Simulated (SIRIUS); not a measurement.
## Moving the dispersion correction in Al

It takes space group Fm-3m (No. 225, cubic). Conventional cell: a = 4.050 Å, b = 4.050 Å, c = 4.050 Å, α = 90.00°, β = 90.00°, γ = 90.00°. Al (site symmetry m-3m) is surrounded by 12 Al at 2.86 Å.

Kept alike: task equation of state; functional PBE; k mesh 11 × 11 × 11; occupations fermi-dirac, width 0.05 eV; no spin polarisation. Program: SIRIUS, all-electron FP-LAPW, apw+lo standard, cutoff 158 eV. The mesh is that of the run's cell of 1 atom. No spin-orbit coupling.

| dispersion correction | volume (Å³/atom) | bulk modulus (GPa) |
| --- | --- | --- |
| D3(zero) | 16.120 | 83.5 |
| D3(BJ) | 15.819 | 87.3 |
| D4 | 15.858 | 87.2 |
| none | 16.509 | 78.9 |

For a metal such a mesh leaves the last digits unconverged. Volume and modulus come from cells scaled at fixed shape and fractions.

Task: What does the dispersion correction change here?

Result: The volume runs from 15.819 (D3(BJ)) to 16.509 Å³/atom (none). Against no correction: D3(zero) -2.4 %; D3(BJ) -4.2 %; D4 -3.9 %. Dispersion terms mostly attract and so lower the volume; the schemes' coefficients and damping set how far. Measured: 16.6 Å³/atom at 298.15 K (COD entry, doi:10.1063/1.1698520); nearest none, 0.09 Å³/atom off. The runs are for a static lattice. The bulk modulus runs from 78.9 (none) to 87.3 GPa (D3(BJ)). Measured: 76.9 GPa (pmc:3831299, doi:10.1107/S0021889813023728); nearest none, 2.0 GPa off. The runs are for a static lattice.

Every dispersion correction contracts aluminium, and the bulk modulus rises in step with the contraction, from 78.9 GPa without a correction to 87.3 GPa with D3(BJ). The stiffening largely follows from the smaller volume: squeezing the valence electrons into less space raises their kinetic energy and steepens the repulsion. Cohesion in this sp metal comes mainly from delocalised electrons, which PBE already treats directly. Pairwise terms built on atomic polarisabilities capture metallic screening poorly, so they probably add too much attraction at these short distances. D3(BJ) and D4 nearly coincide while D3(zero) contracts the lattice less, which may reflect its stronger damping at short range.

The close match of uncorrected PBE to the measured volume doesn't make it the most accurate description. Zero-point and thermal motion expand the real crystal, so a correct static volume should lie below the room-temperature one. Some contraction is therefore warranted, and the comparison can't settle whether no correction or D3(zero) is better.
